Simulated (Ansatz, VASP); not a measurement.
## One calculation of KCl (Sylvite), two programs

Contents of INCAR:

```
SYSTEM = KCl
ALGO = Normal
EDIFF = 1E-6
ENCUT = 520
GGA = PS
ISIF = 2
ISMEAR = -1
LASPH = .True.
LCHARG = .True.
LELF = .True.
LREAL = .False.
LVHAR = .True.
LWAVE = .False.
NBANDS = 15
NELM = 60
PREC = Accurate
SIGMA = 0.05
```

Contents of KPOINTS:

```
k-points
0
Gamma
  7 7 7
  0 0 0
```

POSCAR

```
KCl
1.0
    0.0000000000      3.1464700000      3.1464700000
    3.1464700000      0.0000000000      3.1464700000
    3.1464700000      3.1464700000      0.0000000000
K Cl
1 1
Direct
    0.0000000000      0.0000000000      0.0000000000
    0.5000000000      0.5000000000      0.5000000000
```

The input input.yaml:

```yaml
crystal:
  lattice:
    - [0.0, 3.14647, 3.14647]
    - [3.14647, 0.0, 3.14647]
    - [3.14647, 3.14647, 0.0]
  atoms:
    - { symbol: K, position: [0.0, 0.0, 0.0] }
    - { symbol: Cl, position: [0.5, 0.5, 0.5] }
hamiltonian:
  xc: pbesol
  pseudopotentials: { kind: paw }
kpoints:
  mp_grid: { grid: [7, 7, 7] }
  band_path:
    path:
      - [[0.0, 0.0, 0.0], [0.5, 0.0, 0.5], [0.5, 0.25, 0.75], [0.375, 0.375, 0.75], [0.0, 0.0, 0.0], [0.5, 0.5, 0.5], [0.625, 0.25, 0.625], [0.5, 0.25, 0.75], [0.5, 0.5, 0.5], [0.375, 0.375, 0.75]]
      - [[0.625, 0.25, 0.625], [0.5, 0.0, 0.5]]
    npoints: 14
scf:
  occupations: { method: fermi_dirac, width: 0.05 }
  n_extra_bands: 6
output:
  forces: true
  stress: true
  eigenvalues: true
  fatbands: false
```

Alike in both runs: functional PBEsol; k mesh 7 × 7 × 7; occupations fermi-dirac, width 0.05 eV; no spin polarisation.

|  | VASP | Ansatz |
| --- | --- | --- |
| version | VASP 6.6.1 | Ansatz 0.2.0 |
| potentials or method | VASP PAW PBE potentials, release 64 (K_sv, Cl) | Ansatz PAW |
| plane-wave cutoff (eV) | 520 | 420 |
| valence electrons in the cell | 16 | 16 |
| task | single point | band structure |

```csv
,VASP,Ansatz,Ansatz less VASP
gap on the k mesh at the Fermi level (eV),5.02,5.03,+0.004
least direct gap on the mesh (eV),5.02,5.03,+0.004
pressure (GPa),-0.4,-0.4,-0.03
```

Caveats: the PAW data sets were made with another functional, which shifts forces and pressure a little (VASP); an odd mesh through Γ misses points on the zone boundary, where band edges often lie (VASP); the PAW data sets come from PBE, with cores solved anew for the run's functional, which leaves a small shift of forces and pressure (Ansatz).
